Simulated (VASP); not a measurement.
# NaH (Fm-3m) in VASP: further runs

One crystal, NaH, is run at these levels: r2SCAN, r2SCAN+rVV10; tasks: relaxation of cell and atoms.

Program: VASP 6.6.1. These are calculated values, not measurements. Logs are shortened: lines on timing, memory, paths and dates and some standing lists are left out, and cuts for length are marked.

## 1. The crystal as given

Symmetry: Fm-3m, No. 225, cubic system. Conventional cell: a = 4.773 Å, b = 4.773 Å, c = 4.773 Å, α = 90.00°, β = 90.00°, γ = 90.00°. Na (site symmetry m-3m) is surrounded by 6 H at 2.39 Å. Around H (site symmetry m-3m) lie 6 Na at 2.39 Å.

The cell is a database's computed one.

## 2. Relaxation of cell and atoms, r2SCAN

INCAR

```
SYSTEM = NaH
PREC = Accurate
ENCUT = 600
EDIFF = 1E-7
ISMEAR = 0
SIGMA = 0.02
LREAL = .FALSE.
LASPH = .TRUE.
NELM = 60
ALGO = Normal
ISIF = 3
LWAVE = .FALSE.
LCHARG = .FALSE.
METAGGA = R2SCAN
LMIXTAU = .TRUE.
IBRION = 2
NSW = 90
EDIFFG = -0.005
```

KPOINTS

```
regular mesh
0
G
  8 8 8
  0 0 0
```

POSCAR

```
NaH
1.0
    0.0000000000      2.3864216700      2.3864216700
    2.3864216700      0.0000000000      2.3864216700
    2.3864216700      2.3864216700      0.0000000000
Na H
1 1
Direct
    0.0000000000      0.0000000000      0.0000000000
    0.5000000000      0.5000000000      0.5000000000
```

Potentials or basis: VASP PAW PBE potentials, release 64 (Na_pv, H).

The run is started by

```console
$ cat potpaw_PBE.64/Na_pv/POTCAR potpaw_PBE.64/H/POTCAR > POTCAR
$ mpirun -np 1 vasp_std > vasp.out
```

OUTCAR:

```text
SYSTEM = NaH
   PREC = Accurate
   ENCUT = 600
   EDIFF = 1E-7
   ISMEAR = 0
   LREAL = .FALSE.
   LASPH = .TRUE.
   NELM = 60
   ISIF = 3
   METAGGA = R2SCAN
   IBRION = 2
   NSW = 90
   EDIFFG = -0.005

 ion  position               nearest neighbor table
   1  0.000  0.000  0.000-
   2  0.500  0.500  0.500-

  LATTYP: Found a face centered cubic cell.
 ALAT       =     4.7728433400

  Lattice vectors:

 A1 = (   0.0000000000,   2.3864216700,   2.3864216700)
 A2 = (   2.3864216700,   0.0000000000,   2.3864216700)
 A3 = (   2.3864216700,   2.3864216700,   0.0000000000)

Analysis of symmetry for initial positions (statically):
=====================================================================
 Subroutine PRICEL returns:
 Original cell was already a primitive cell.

 Routine SETGRP: Setting up the symmetry group for a
 face centered cubic supercell.

 Subroutine GETGRP returns: Found 48 space group operations
 (whereof 48 operations were pure point group operations)
 out of a pool of 48 trial point group operations.

The static configuration has the point symmetry O_h .

Analysis of symmetry for dynamics (positions and initial velocities):
=====================================================================
 Subroutine PRICEL returns:
 Original cell was already a primitive cell.

 Routine SETGRP: Setting up the symmetry group for a
 face centered cubic supercell.

 Subroutine GETGRP returns: Found 48 space group operations
 (whereof 48 operations were pure point group operations)
 out of a pool of 48 trial point group operations.

The dynamic configuration has the point symmetry O_h .

 Subroutine INISYM returns: Found 48 space group operations
 (whereof 48 operations are pure point group operations),
 and found     1 'primitive' translations

----------------------------------------------------------------------------------------

                                     Primitive cell

  volume of cell :      27.1814

  direct lattice vectors                    reciprocal lattice vectors
     0.000000000  2.386421670  2.386421670    -0.209518714  0.209518714  0.209518714
     2.386421670  0.000000000  2.386421670     0.209518714 -0.209518714  0.209518714
     2.386421670  2.386421670  0.000000000     0.209518714  0.209518714 -0.209518714

[... 144 lines left out ...]

 VOLUME and BASIS-vectors are now :
 -----------------------------------------------------------------------------
  energy-cutoff  :      600.00
  volume of cell :       27.18
      direct lattice vectors                 reciprocal lattice vectors
     0.000000000  2.386421670  2.386421670    -0.209518714  0.209518714  0.209518714
     2.386421670  0.000000000  2.386421670     0.209518714 -0.209518714  0.209518714
     2.386421670  2.386421670  0.000000000     0.209518714  0.209518714 -0.209518714

 POSITION                                       TOTAL-FORCE (eV/Angst)
 -----------------------------------------------------------------------------------
      0.00000      0.00000      0.00000         0.000000     -0.000000      0.000000
      2.38642      2.38642      2.38642         0.000000      0.000000     -0.000000
 -----------------------------------------------------------------------------------
    total drift:                               -0.000000     -0.000000     -0.000000

  FREE ENERGIE OF THE ION-ELECTRON SYSTEM (eV)
  ---------------------------------------------------
  free  energy   TOTEN  =        -7.6037490566 eV

  energy  without entropy=       -7.6037490566  energy(sigma->0) =       -7.60374906

--------------------------------------- Ionic step        2  -------------------------------------------

 number of electron       7.9999992 magnetization

 Free energy of the ion-electron system (eV)
  ---------------------------------------------------
  ext. energy  EPLUGINS =         0.00000000
  ---------------------------------------------------
  free energy    TOTEN  =        -7.60374484 eV

  energy without entropy =       -7.60374484  energy(sigma->0) =       -7.60374484

 E-fermi :  -1.1571     XC(G=0):  -8.2726

 val. band max:       -1.3415041313   @ k =  -0.2500   0.5000   0.2500
 cond. band min:       3.0936657613   @ k =   0.5000   0.0000   0.0000
 fundamental gap:      4.4351698926
 Fermi energy:        -1.1571378138

 k-point     1 :       0.0000    0.0000    0.0000
  band No.  band energies     occupation
      1     -24.1746      2.00000
      2     -24.1743      2.00000
      3     -24.1743      2.00000
      4      -4.9931      2.00000
      5      10.4360      0.00000
      6      15.2871      0.00000
      7      15.2871      0.00000
      8      15.2871      0.00000
[... 243 lines left out ...]
 k-point    24 :      -0.3750    0.2500    0.1250
  band No.  band energies     occupation
      1     -24.2592      2.00000
      2     -24.2108      2.00000
      3     -24.1941      2.00000
      4      -1.8168      2.00000
      5       3.9034      0.00000
      6       7.2573      0.00000
      7      10.7001      0.00000
      8      14.9866      0.00000

 [... further k-points ...]

------------------------ aborting loop because EDIFF is reached ----------------------------------------

  FORCE on cell =-STRESS in cart. coord.  units (eV):
  Direction    XX          YY          ZZ          XY          YZ          ZX
  --------------------------------------------------------------------------------------
  -------------------------------------------------------------------------------------
  Total        0.0072025      0.0072025      0.0072025     -0.0000000     -0.0000000      0.0000000
  in kB        0.4241857      0.4241857      0.4241857     -0.0000000     -0.0000000      0.0000000
  external PRESSURE =       0.4241857 kB  Pullay stress =       0.0000000 kB

 VOLUME and BASIS-vectors are now :
 -----------------------------------------------------------------------------
  energy-cutoff  :      600.00
  volume of cell :       27.20
      direct lattice vectors                 reciprocal lattice vectors
     0.000000000  2.387092677  2.387092677    -0.209459819  0.209459819  0.209459819
     2.387092677 -0.000000000  2.387092677     0.209459819 -0.209459819  0.209459819
     2.387092677  2.387092677 -0.000000000     0.209459819  0.209459819 -0.209459819

 POSITION                                       TOTAL-FORCE (eV/Angst)
 -----------------------------------------------------------------------------------
      2.38709      2.38709     -0.00000         0.000000      0.000000      0.000000
      2.38709      2.38709      2.38709         0.000000      0.000000     -0.000000
 -----------------------------------------------------------------------------------
    total drift:                                0.000000      0.000000     -0.000000

  FREE ENERGIE OF THE ION-ELECTRON SYSTEM (eV)
  ---------------------------------------------------
  free  energy   TOTEN  =        -7.6037448440 eV

  energy  without entropy=       -7.6037448440  energy(sigma->0) =       -7.60374484

 reached required accuracy - stopping structural energy minimisation
```

OSZICAR:

```text
N       E                     dE             d eps       ncg     rms          rms(c)
DAV:   1     0.154473681142E+02    0.15447E+02   -0.53955E+03   464   0.117E+03
DAV:   2    -0.783573956155E+01   -0.23283E+02   -0.22952E+02   472   0.140E+02
DAV:   3    -0.840621235384E+01   -0.57047E+00   -0.57047E+00   616   0.296E+01
[... 24 lines left out ...]
DAV:   5    -0.760374548192E+01    0.81085E-06   -0.15227E-06   464   0.204E-02    0.399E-04
DAV:   6    -0.760374577708E+01   -0.29515E-06   -0.55942E-08   264   0.400E-03    0.203E-04
DAV:   7    -0.760374511990E+01    0.65718E-06   -0.11696E-08   232   0.173E-03    0.153E-04
DAV:   8    -0.760374475811E+01    0.36179E-06   -0.14852E-08   232   0.200E-03    0.276E-05
DAV:   9    -0.760374484399E+01   -0.85885E-07   -0.22481E-09   232   0.910E-04
   2 F= -.76037448E+01 E0= -.76037448E+01  d E =0.421257E-05
```

Wall time 34 s (1 thread of Intel Xeon 6975P-C (Granite Rapids), shared host); peak memory 0.15 GiB.

Results:

```yaml
Free_energy: -7.6037 eV
Relaxed_volume: 13.60 Å³/atom
Relaxed_cell: a = 3.376 Å, b = 3.376 Å, c = 3.376 Å, α = 60.00°, β = 60.00°, γ = 60.00°
Space_group_after_relaxing_to_0.05_Å: Fm-3m (No. 225)
Energy_gained_by_relaxing: 0.0 meV/atom
Ionic_steps: 2
Pressure_after_relaxing: 0.0 GPa
Band_gap_on_the_k_mesh: 4.44 eV, indirect (least direct gap 5.28 eV)
```

Final structure:
```
Na H
1.0
     0.00000    2.38709    2.38709
     2.38709    0.00000    2.38709
     2.38709    2.38709    0.00000
Na H
1 1
Direct
  0.00000 0.00000 0.00000
  0.50000 0.50000 0.50000
```

Caveat: the PAW data sets were made with another functional, which shifts forces and pressure a little. A k mesh can miss the band edges.

## 3. Relaxation of cell and atoms, r2SCAN+rVV10

INCAR: that of step 2 with these lines changed.

```diff
@@ -15,2 +15,6 @@
 LMIXTAU = .TRUE.
+LUSE_VDW = .TRUE.
+IVDW_NL = 2
+BPARAM = 11.95
+CPARAM = 0.0093
 IBRION = 2
```

KPOINTS is that of step 2.

POSCAR is that of step 2.

Potentials or basis: VASP PAW PBE potentials, release 64 (Na_pv, H).

The run is started by

```console
$ cat potpaw_PBE.64/Na_pv/POTCAR potpaw_PBE.64/H/POTCAR > POTCAR
$ mpirun -np 1 vasp_std > vasp.out
```

OUTCAR:

```text
SYSTEM = NaH
   PREC = Accurate
   ENCUT = 600
   EDIFF = 1E-7
   ISMEAR = 0
   LREAL = .FALSE.
   LASPH = .TRUE.
   NELM = 60
   ISIF = 3
   METAGGA = R2SCAN
   IVDW_NL = 2
   BPARAM = 11.95
   IBRION = 2
   NSW = 90
   EDIFFG = -0.005

 ion  position               nearest neighbor table
   1  0.000  0.000  0.000-
   2  0.500  0.500  0.500-

  LATTYP: Found a face centered cubic cell.
 ALAT       =     4.7728433400

  Lattice vectors:

 A1 = (   0.0000000000,   2.3864216700,   2.3864216700)
 A2 = (   2.3864216700,   0.0000000000,   2.3864216700)
 A3 = (   2.3864216700,   2.3864216700,   0.0000000000)

Analysis of symmetry for initial positions (statically):
[... 259 lines left out ...]

 E-fermi :  -1.2236     XC(G=0):  -8.3421

 val. band max:       -1.3191454610   @ k =  -0.2500   0.5000   0.2500
 cond. band min:       3.0839489569   @ k =   0.5000   0.0000   0.0000
 fundamental gap:      4.4030944180
 Fermi energy:        -1.2235736912

 k-point     1 :       0.0000    0.0000    0.0000
  band No.  band energies     occupation
      1     -24.0958      2.00000
      2     -24.0955      2.00000
      3     -24.0955      2.00000
      4      -5.0170      2.00000
      5      10.5149      0.00000
      6      15.3221      0.00000
      7      15.3221      0.00000
      8      15.3221      0.00000
[... 243 lines left out ...]
 k-point    24 :      -0.3750    0.2500    0.1250
  band No.  band energies     occupation
      1     -24.1835      2.00000
      2     -24.1333      2.00000
      3     -24.1159      2.00000
      4      -1.8016      2.00000
      5       3.8976      0.00000
      6       7.2685      0.00000
      7      10.7435      0.00000
      8      15.0548      0.00000

 [... further k-points ...]

------------------------ aborting loop because EDIFF is reached ----------------------------------------

  FORCE on cell =-STRESS in cart. coord.  units (eV):
  Direction    XX          YY          ZZ          XY          YZ          ZX
  --------------------------------------------------------------------------------------
  -------------------------------------------------------------------------------------
  Total        0.0008461      0.0008461      0.0008461     -0.0000000     -0.0000000      0.0000000
  in kB        0.0502409      0.0502409      0.0502409     -0.0000000     -0.0000000      0.0000000
  external PRESSURE =       0.0502409 kB  Pullay stress =       0.0000000 kB
[... 17 lines left out ...]
  FREE ENERGIE OF THE ION-ELECTRON SYSTEM (eV)
  ---------------------------------------------------
  free  energy   TOTEN  =        -7.3099693551 eV

  energy  without entropy=       -7.3099693551  energy(sigma->0) =       -7.30996936

 reached required accuracy - stopping structural energy minimisation
```

CONTCAR:

```text
NaH
   1.00000000000000
     0.0000000000000000    2.3805311313462449    2.3805311313462449
     2.3805311313462449    0.0000000000000000    2.3805311313462449
     2.3805311313462449    2.3805311313462449    0.0000000000000000
  Na              H
     1     1
Direct
     0.0000000000000000    0.0000000000000000    0.0000000000000000
     0.5000000000000000    0.5000000000000000    0.5000000000000000

  0.00000000E+00  0.00000000E+00  0.00000000E+00
  0.00000000E+00  0.00000000E+00  0.00000000E+00
```

It took 1.8 min on 1 thread of Intel Xeon 6975P-C (Granite Rapids), shared host; peak memory 0.26 GiB.

Results:

- Free energy: -7.3100 eV
- Relaxed volume: 13.49 Å³/atom
- Relaxed cell: a = 3.367 Å, b = 3.367 Å, c = 3.367 Å, α = 60.00°, β = 60.00°, γ = 60.00°
- Space group after relaxing (to 0.05 Å): Fm-3m (No. 225)
- Energy gained by relaxing: 0.1 meV/atom
- Ionic steps: 3
- Pressure after relaxing: 0.0 GPa
- Band gap on the k mesh: 4.40 eV, indirect (least direct gap 5.26 eV)

Step by step:
```
step  energy change (eV)  largest force (eV/Å)  pressure (GPa)  volume (Å³)
   1              0.0000                0.0000           -0.22        27.18
   2             -0.0001                0.0000           -0.14        27.11
   3             -0.0002                0.0000            0.01        26.98
```

Final structure:
```
Na H
1.0
     0.00000    2.38053    2.38053
     2.38053    0.00000    2.38053
     2.38053    2.38053    0.00000
Na H
1 1
Direct
  0.00000 0.00000 0.00000
  0.50000 0.50000 0.50000
```

Caveat: the PAW data sets were made with another functional, which shifts forces and pressure a little. A k mesh can miss the band edges.
